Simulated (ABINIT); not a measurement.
Runs of ABINIT 10.8.3 (patched build) on WC (Qusongite). The structure is hexagonal, space group P-6m2 (No. 187). The conventional cell has a = 2.907 Å, b = 2.907 Å, c = 2.837 Å, α = 90.00°, β = 90.00°, γ = 120.00°. W (site symmetry -6m2) is surrounded by 6 C at 2.20 Å. Around C (site symmetry -6m2) lie 6 W at 2.20 Å. 

```csv
task,level,potentials or basis,cell,cutoff (eV),cell freedom (optcell),optimiser (ionmov),cutoff smearing ecutsm (Ha),force stop (Ha/bohr),gap on the mesh (eV),pressure (GPa)
relaxation of cell and atoms,LDA,PseudoDojo NC SR LDA v0.4.1 standard,relaxed,1116,2,2,0.5,2e-05,none,0.0
single point,LDA,PseudoDojo NC SR LDA v0.4.1 standard,as given,844,-,-,-,-,none,-
single point,PBE,PseudoDojo NC SR PBE v0.5 stringent,as given,1007,-,-,-,-,none,5.4
single point,LDA,PseudoDojo NC SR LDA v0.4.1 standard,cell relaxed,1116,-,-,-,-,none,(a)
```

Alike in all rows: no spin polarisation; k mesh 8 × 8 × 7; smearing fermi-dirac 0.05 eV.

Task: Fill in the values left out.

Result: (a) -0.1.

A k mesh can miss the band edges, and the runs leave out spin-orbit coupling on W.

A gap of «none» marks a metal or a gap under the smearing width.
